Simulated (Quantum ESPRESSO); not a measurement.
# Fe (P6_3/mmc) in Quantum ESPRESSO: band structure with PBEsol

Aim: the band structure of Fe with PBEsol.

Program: Quantum ESPRESSO 7.5. These are calculated values, not measurements. Logs are shortened: lines on timing, memory, paths and dates and some standing lists are left out, and cuts for length are marked.

### Step 1. Starting point

The structure is hexagonal, space group P6_3/mmc (No. 194). The conventional cell has a = 2.434 Å, b = 2.434 Å, c = 3.842 Å, α = 90.00°, β = 90.00°, γ = 120.00°. Fe (site symmetry -6m2) is surrounded by 12 Fe at 2.38 to 2.43 Å.

This isn't the form of Fe at room conditions, which is bcc.

### Step 2. Band structure, PBEsol, collinear spin, ferromagnetic start

The input, pw.in:

```
&CONTROL
  calculation = 'scf'
  prefix = 'pwscf'
  outdir = './tmp'
  pseudo_dir = './pseudo'
  tprnfor = .true.
  tstress = .true.
  disk_io = 'low'
/
&SYSTEM
  ibrav = 0
  celldm(1) = 8
  nat = 2
  ntyp = 1
  ecutwfc = 56
  ecutrho = 448
  nbnd = 27
  occupations = 'smearing'
  smearing = 'fd'
  degauss = 0.00367493
  nspin = 2
  starting_magnetization(1) = 0.1875
/
&ELECTRONS
  conv_thr = 4d-10
  electron_maxstep = 120
  mixing_beta = 0.3
/
ATOMIC_SPECIES
Fe    55.8450 fe_pbesol_v1.5.uspp.F.UPF
CELL_PARAMETERS alat
  0.5749863975497   0.0000000000000   0.0000000000000
 -0.2874931987866   0.4979528271122   0.0000000000000
  0.0000000000000   0.0000000000000   0.9075254921324
ATOMIC_POSITIONS crystal
Fe     0.6666666667    0.3333333333    0.7500000000
Fe     0.3333333333    0.6666666667    0.2500000000
K_POINTS automatic
12 12 7 0 0 0
```

The input, bands.in:

```
&CONTROL
  calculation = 'bands'
  prefix = 'pwscf'
  outdir = './tmp'
  pseudo_dir = './pseudo'
  disk_io = 'low'
  verbosity = 'high'
/
&SYSTEM
  ibrav = 0
  celldm(1) = 8
  nat = 2
  ntyp = 1
  ecutwfc = 56
  ecutrho = 448
  nbnd = 27
  occupations = 'smearing'
  smearing = 'fd'
  degauss = 0.00367493
  nspin = 2
  starting_magnetization(1) = 0.1875
/
&ELECTRONS
  conv_thr = 1d-08
  electron_maxstep = 120
  mixing_beta = 0.3
  diago_full_acc = .true.
  startingwfc = 'random'
/
ATOMIC_SPECIES
Fe    55.8450 fe_pbesol_v1.5.uspp.F.UPF
CELL_PARAMETERS alat
  0.5749863975497   0.0000000000000   0.0000000000000
 -0.2874931987866   0.4979528271122   0.0000000000000
  0.0000000000000   0.0000000000000   0.9075254921324
ATOMIC_POSITIONS crystal
Fe     0.6666666667    0.3333333333    0.7500000000
Fe     0.3333333333    0.6666666667    0.2500000000
K_POINTS crystal
60
 0.0000000000  0.0000000000  0.0000000000 1
 0.0714285714  0.0000000000  0.0000000000 1
 0.1428571429  0.0000000000  0.0000000000 1
 0.2142857143  0.0000000000  0.0000000000 1
 0.2857142857  0.0000000000  0.0000000000 1
 0.3571428571  0.0000000000  0.0000000000 1
 0.4285714286  0.0000000000  0.0000000000 1
 0.5000000000  0.0000000000  0.0000000000 1
 0.4583333333  0.0833333333  0.0000000000 1
 0.4166666667  0.1666666667  0.0000000000 1
 0.3750000000  0.2500000000  0.0000000000 1
 0.3333333333  0.3333333333  0.0000000000 1
 0.2962962963  0.2962962963  0.0000000000 1
 0.2592592593  0.2592592593  0.0000000000 1
 0.2222222222  0.2222222222  0.0000000000 1
 0.1851851852  0.1851851852  0.0000000000 1
 0.1481481481  0.1481481481  0.0000000000 1
 0.1111111111  0.1111111111  0.0000000000 1
 0.0740740741  0.0740740741  0.0000000000 1
 0.0370370370  0.0370370370  0.0000000000 1
 0.0000000000  0.0000000000  0.0000000000 1
 0.0000000000  0.0000000000  0.1250000000 1
 0.0000000000  0.0000000000  0.2500000000 1
 0.0000000000  0.0000000000  0.3750000000 1
 0.0000000000  0.0000000000  0.5000000000 1
 0.0625000000  0.0000000000  0.5000000000 1
 0.1250000000  0.0000000000  0.5000000000 1
 0.1875000000  0.0000000000  0.5000000000 1
 0.2500000000  0.0000000000  0.5000000000 1
 0.3125000000  0.0000000000  0.5000000000 1
 0.3750000000  0.0000000000  0.5000000000 1
 0.4375000000  0.0000000000  0.5000000000 1
 0.5000000000  0.0000000000  0.5000000000 1
 0.4666666667  0.0666666667  0.5000000000 1
 0.4333333333  0.1333333333  0.5000000000 1
 0.4000000000  0.2000000000  0.5000000000 1
 0.3666666667  0.2666666667  0.5000000000 1
 0.3333333333  0.3333333333  0.5000000000 1
 0.3030303030  0.3030303030  0.5000000000 1
 0.2727272727  0.2727272727  0.5000000000 1
 0.2424242424  0.2424242424  0.5000000000 1
 0.2121212121  0.2121212121  0.5000000000 1
 0.1818181818  0.1818181818  0.5000000000 1
 0.1515151515  0.1515151515  0.5000000000 1
 0.1212121212  0.1212121212  0.5000000000 1
 0.0909090909  0.0909090909  0.5000000000 1
 0.0606060606  0.0606060606  0.5000000000 1
 0.0303030303  0.0303030303  0.5000000000 1
 0.0000000000  0.0000000000  0.5000000000 1
 0.5000000000  0.0000000000  0.5000000000 1
 0.5000000000  0.0000000000  0.3750000000 1
 0.5000000000  0.0000000000  0.2500000000 1
 0.5000000000  0.0000000000  0.1250000000 1
 0.5000000000  0.0000000000  0.0000000000 1
 0.3333333333  0.3333333333  0.0000000000 1
 0.3333333333  0.3333333333  0.1000000000 1
 0.3333333333  0.3333333333  0.2000000000 1
 0.3333333333  0.3333333333  0.3000000000 1
 0.3333333333  0.3333333333  0.4000000000 1
 0.3333333333  0.3333333333  0.5000000000 1
```

Potentials or basis: GBRV 1.5 PBEsol.

On the command line:

```console
$ OMP_NUM_THREADS=1 mpirun -n 2 pw.x -nk 2 -in pw.in > pw.out
$ OMP_NUM_THREADS=1 mpirun -n 2 pw.x -nk 2 -in bands.in > bands.out
```

pw.out:

```text
This program is part of the open-source Quantum ESPRESSO suite
     for quantum simulation of materials; please cite
         "P. Giannozzi et al., J. Phys.:Condens. Matter 21 395502 (2009);
         "P. Giannozzi et al., J. Phys.:Condens. Matter 29 465901 (2017);
         "P. Giannozzi et al., J. Chem. Phys. 152 154105 (2020);
     in publications or presentations arising from this work. More details at

     Message from routine setup:
     using ibrav=0 with symmetry is DISCOURAGED, use correct ibrav instead

     K-points division:     npool     =       2
     Subspace diagonalization in iterative solution of the eigenvalue problem:
     a serial algorithm will be used

     G-vector sticks info
     --------------------
     sticks:   dense  smooth     PW     G-vecs:    dense   smooth      PW
     Sum         649     313    109                21337     7511    1387

     Using Slab Decomposition

     bravais-lattice index     =            0
     lattice parameter (alat)  =       8.0000  a.u.
     unit-cell volume          =     133.0377 (a.u.)^3
     number of atoms/cell      =            2
     number of atomic types    =            1
     number of electrons       =        32.00
     number of Kohn-Sham states=           27
     kinetic-energy cutoff     =      56.0000  Ry
     charge density cutoff     =     448.0000  Ry
     scf convergence threshold =      4.0E-10
     mixing beta               =       0.3000
     number of iterations used =            8  plain     mixing
     Exchange-correlation= SLA  PW   PSX  PSC
                           (   1   4  10   8   0   0   0)

     celldm(1)=   8.000000  celldm(2)=   0.000000  celldm(3)=   0.000000
     celldm(4)=   0.000000  celldm(5)=   0.000000  celldm(6)=   0.000000

     crystal axes: (cart. coord. in units of alat)
               a(1) = (   0.574986   0.000000   0.000000 )
               a(2) = (  -0.287493   0.497953   0.000000 )
               a(3) = (   0.000000   0.000000   0.907525 )

     reciprocal axes: (cart. coord. in units 2 pi/alat)
               b(1) = (  1.739172  1.004111 -0.000000 )
               b(2) = (  0.000000  2.008222  0.000000 )
               b(3) = (  0.000000 -0.000000  1.101897 )

     PseudoPot. # 1 for Fe read from file:
     fe_pbesol_v1.5.uspp.F.UPF
     Pseudo is Ultrasoft + core correction, Zval = 16.0
     Generated by new atomic code, or converted to UPF format
     Using radial grid of  861 points,  6 beta functions with:
                l(1) =   0
                l(2) =   0
                l(3) =   1
                l(4) =   1
                l(5) =   2
                l(6) =   2
     Q(r) pseudized with  8 coefficients,  rinner =    1.000   1.000   1.000
                                                       1.000   1.000

     atomic species   valence    mass     pseudopotential
     Fe               16.00    55.84500     Fe( 1.00)

     Starting magnetic structure
     atomic species   magnetization
     Fe              0.188

     24 Sym. Ops., with inversion, found (12 have fractional translation)

   Cartesian axes

     site n.     atom                  positions (alat units)
         1        Fe     tau(   1) = (   0.2874932   0.1659843   0.6806441  )
         2        Fe     tau(   2) = (  -0.0000000   0.3319686   0.2268814  )

     number of k points=    76  Fermi-Dirac smearing, width (Ry)=  0.0037
                       cart. coord. in units 2pi/alat
        k(    1) = (   0.0000000   0.0000000   0.0000000), wk =   0.0009921
        k(    2) = (   0.0000000   0.0000000   0.1574139), wk =   0.0019841
        k(    3) = (   0.0000000   0.0000000   0.3148278), wk =   0.0019841
        k(    4) = (   0.0000000   0.0000000   0.4722418), wk =   0.0019841
        k(    5) = (   0.0000000   0.1673519   0.0000000), wk =   0.0059524
        k(    6) = (   0.0000000   0.1673519   0.1574139), wk =   0.0119048
[... 68 lines left out ...]
        k(   75) = (   0.5797239   1.0041112   0.3148278), wk =   0.0039683
        k(   76) = (   0.5797239   1.0041112   0.4722418), wk =   0.0039683

     Dense  grid:    21337 G-vectors     FFT dimensions: (  32,  32,  50)

     Smooth grid:     7511 G-vectors     FFT dimensions: (  24,  24,  36)

     Check: negative core charge=   -0.000046
     Generating pointlists ...
     new r_m :   0.2319 (alat units)  1.8554 (a.u.) for type    1

     Initial potential from superposition of free atoms

     starting charge      30.0000, renormalised to      32.0000
     Starting wfcs are   26 randomized atomic wfcs +    1 random wfcs

     Self-consistent Calculation

     iteration #  1     ecut=    56.00 Ry     beta= 0.30
     Davidson diagonalization with overlap
     ethr =  1.00E-02,  avg # of iterations =  4.8

     total energy              =    -499.45799401 Ry
     estimated scf accuracy    <       4.81963804 Ry

     total magnetization       =     2.02 Bohr mag/cell
     absolute magnetization    =     2.11 Bohr mag/cell

     iteration #  2     ecut=    56.00 Ry     beta= 0.30
     Davidson diagonalization with overlap
     ethr =  1.00E-02,  avg # of iterations =  2.0

     total energy              =    -500.33101267 Ry
     estimated scf accuracy    <       0.04691991 Ry

     total magnetization       =     4.00 Bohr mag/cell
     absolute magnetization    =     4.03 Bohr mag/cell

     iteration #  3     ecut=    56.00 Ry     beta= 0.30
     Davidson diagonalization with overlap
     ethr =  1.47E-04,  avg # of iterations =  2.3

     total energy              =    -500.34704621 Ry
     estimated scf accuracy    <       0.01815201 Ry

     total magnetization       =     3.47 Bohr mag/cell
     absolute magnetization    =     3.53 Bohr mag/cell

     iteration #  4     ecut=    56.00 Ry     beta= 0.30
     Davidson diagonalization with overlap
     ethr =  5.67E-05,  avg # of iterations =  1.2

     total energy              =    -500.35341464 Ry
     estimated scf accuracy    <       0.01401026 Ry

     total magnetization       =     3.01 Bohr mag/cell
     absolute magnetization    =     3.10 Bohr mag/cell

     iteration #  5     ecut=    56.00 Ry     beta= 0.30
     Davidson diagonalization with overlap
     ethr =  4.38E-05,  avg # of iterations =  1.5

     total energy              =    -500.38072479 Ry
     estimated scf accuracy    <       0.02444096 Ry

     total magnetization       =     1.55 Bohr mag/cell
     absolute magnetization    =     1.70 Bohr mag/cell

     iteration #  6     ecut=    56.00 Ry     beta= 0.30
     Davidson diagonalization with overlap
     ethr =  4.38E-05,  avg # of iterations =  1.5

     total energy              =    -500.38994126 Ry
     estimated scf accuracy    <       0.00858937 Ry

     total magnetization       =     0.86 Bohr mag/cell
     absolute magnetization    =     1.01 Bohr mag/cell

     iteration #  7     ecut=    56.00 Ry     beta= 0.30
     Davidson diagonalization with overlap
     ethr =  2.68E-05,  avg # of iterations =  1.1

     total energy              =    -500.38142127 Ry
     estimated scf accuracy    <       0.01507269 Ry

     total magnetization       =     0.86 Bohr mag/cell
     absolute magnetization    =     0.98 Bohr mag/cell
[... 58 lines left out ...]
     total magnetization       =     0.00 Bohr mag/cell
     absolute magnetization    =     0.01 Bohr mag/cell

     iteration # 14     ecut=    56.00 Ry     beta= 0.30
     Davidson diagonalization with overlap
     ethr =  8.24E-09,  avg # of iterations =  1.5

     total energy              =    -500.39531362 Ry
     estimated scf accuracy    <       0.00000030 Ry

     total magnetization       =    -0.00 Bohr mag/cell
     absolute magnetization    =     0.00 Bohr mag/cell

     iteration # 15     ecut=    56.00 Ry     beta= 0.30
     Davidson diagonalization with overlap
     ethr =  9.30E-10,  avg # of iterations =  1.4

     total energy              =    -500.39531378 Ry
     estimated scf accuracy    <       0.00000020 Ry

     total magnetization       =    -0.00 Bohr mag/cell
     absolute magnetization    =     0.01 Bohr mag/cell

     iteration # 16     ecut=    56.00 Ry     beta= 0.30
     Davidson diagonalization with overlap
     ethr =  6.19E-10,  avg # of iterations =  1.5

     total energy              =    -500.39531415 Ry
     estimated scf accuracy    <          5.1E-09 Ry

     total magnetization       =    -0.00 Bohr mag/cell
     absolute magnetization    =     0.00 Bohr mag/cell

     iteration # 17     ecut=    56.00 Ry     beta= 0.30
     Davidson diagonalization with overlap
     ethr =  1.59E-11,  avg # of iterations =  1.7

     total energy              =    -500.39531416 Ry
     estimated scf accuracy    <          6.8E-10 Ry

     total magnetization       =     0.00 Bohr mag/cell
     absolute magnetization    =     0.00 Bohr mag/cell

     iteration # 18     ecut=    56.00 Ry     beta= 0.30
     Davidson diagonalization with overlap
     ethr =  2.14E-12,  avg # of iterations =  2.0

     Magnetic moment per site  (integrated on atomic sphere of radius R)
     atom   1 (R=0.232)  charge= 14.3760  magn=  0.0000
     atom   2 (R=0.232)  charge= 14.3760  magn=  0.0000

     End of self-consistent calculation

     Number of k-points >= 100: set verbosity='high' to print the bands.

     the Fermi energy is    21.4190 ev

!    total energy              =    -500.39531416 Ry
     estimated scf accuracy    <          2.9E-11 Ry
     smearing contrib. (-TS)   =      -0.00143222 Ry
     internal energy E=F+TS    =    -500.39388194 Ry

     The total energy is F=E-TS. E is the sum of the following terms:
     one-electron contribution =    -200.07426287 Ry
     hartree contribution      =     122.35151731 Ry
     xc contribution           =     -57.77464836 Ry
     ewald contribution        =    -364.89648802 Ry

     total magnetization       =     0.00 Bohr mag/cell
     absolute magnetization    =     0.00 Bohr mag/cell

     convergence has been achieved in  18 iterations

     Forces acting on atoms (cartesian axes, Ry/au):

     atom    1 type  1   force =     0.00000000   -0.00000000    0.00000000
     atom    2 type  1   force =     0.00000000    0.00000000    0.00000000

     Total force =     0.000000     Total SCF correction =     0.000000

     Computing stress (Cartesian axis) and pressure

          total   stress  (Ry/bohr**3)                   (kbar)     P=      -16.56
  -0.00015022  -0.00000000   0.00000000          -22.10       -0.00        0.00
  -0.00000000  -0.00015022   0.00000000           -0.00      -22.10        0.00
   0.00000000   0.00000000  -0.00003717            0.00        0.00       -5.47

=------------------------------------------------------------------------------=
   JOB DONE.
=------------------------------------------------------------------------------=
```

Run time: 69 s. Hardware: 2 MPI ranks of Intel Xeon Platinum 8488C (Sapphire Rapids), shared host; peak memory 0.24 GiB.

Results:

```yaml
Free_energy: -6808.2251 eV
Pressure: -1.7 GPa
Band_gap_on_the_k_mesh: none (metal or under the smearing width)
Net_moment: 0.00 μB per cell
Absolute_moment: 0.00 μB per cell
Valence_electrons_inside_the_program's_atomic_spheres: Fe 14.38
```

Levels at the corners of the path, in eV from the Fermi level:
Spin up:
| point | band 12 | band 13 | band 14 | band 15 | band 16 | band 17 | band 18 | band 19 | band 20 | band 21 |
| --- | --- | --- | --- | --- | --- | --- | --- | --- | --- | --- |
| Γ | -1.78 | -1.63 | -1.28 | -1.28 | -0.92 | -0.92 | 0.42 | 0.75 | 0.75 | 9.06 |
| M | -2.23 | -2.10 | -1.64 | -1.15 | 0.85 | 1.10 | 1.15 | 2.76 | 4.95 | 11.45 |
| K | -3.49 | -2.16 | -2.16 | -0.80 | 0.63 | 0.63 | 0.89 | 5.74 | 6.83 | 6.83 |
| Γ | -1.78 | -1.63 | -1.28 | -1.28 | -0.92 | -0.92 | 0.42 | 0.75 | 0.75 | 9.06 |
| A | -2.22 | -1.90 | -1.90 | -1.90 | -1.90 | 0.33 | 0.33 | 0.33 | 0.33 | 17.36 |
| L | -3.36 | -0.71 | -0.71 | 0.05 | 0.05 | 1.00 | 1.00 | 2.48 | 2.48 | 9.47 |
| H | -3.53 | -2.39 | -2.39 | -0.77 | -0.77 | 0.77 | 0.77 | 7.12 | 7.12 | 8.93 |
| A | -2.22 | -1.90 | -1.90 | -1.90 | -1.90 | 0.33 | 0.33 | 0.33 | 0.33 | 17.36 |
| L | -3.36 | -0.71 | -0.71 | 0.05 | 0.05 | 1.00 | 1.00 | 2.48 | 2.48 | 9.47 |
| M | -2.23 | -2.10 | -1.64 | -1.15 | 0.85 | 1.10 | 1.15 | 2.76 | 4.95 | 11.45 |
| K | -3.49 | -2.16 | -2.16 | -0.80 | 0.63 | 0.63 | 0.89 | 5.74 | 6.83 | 6.83 |
| H | -3.53 | -2.39 | -2.39 | -0.77 | -0.77 | 0.77 | 0.77 | 7.12 | 7.12 | 8.93 |
Spin down:
```tsv
point	band 14	band 15	band 16	band 17	band 18	band 19
Γ	-1.28	-1.28	-0.92	-0.92	0.42	0.75
M	-1.64	-1.15	0.85	1.10	1.15	2.76
K	-2.16	-0.80	0.63	0.63	0.89	5.74
Γ	-1.28	-1.28	-0.92	-0.92	0.42	0.75
A	-1.90	-1.90	-1.90	0.33	0.33	0.33
L	-0.71	0.05	0.05	1.00	1.00	2.48
H	-2.39	-0.77	-0.77	0.77	0.77	7.12
A	-1.90	-1.90	-1.90	0.33	0.33	0.33
L	-0.71	0.05	0.05	1.00	1.00	2.48
M	-1.64	-1.15	0.85	1.10	1.15	2.76
K	-2.16	-0.80	0.63	0.63	0.89	5.74
H	-2.39	-0.77	-0.77	0.77	0.77	7.12
```

Caveat: the starting moments collapsed, and a magnetic state may lie lower.
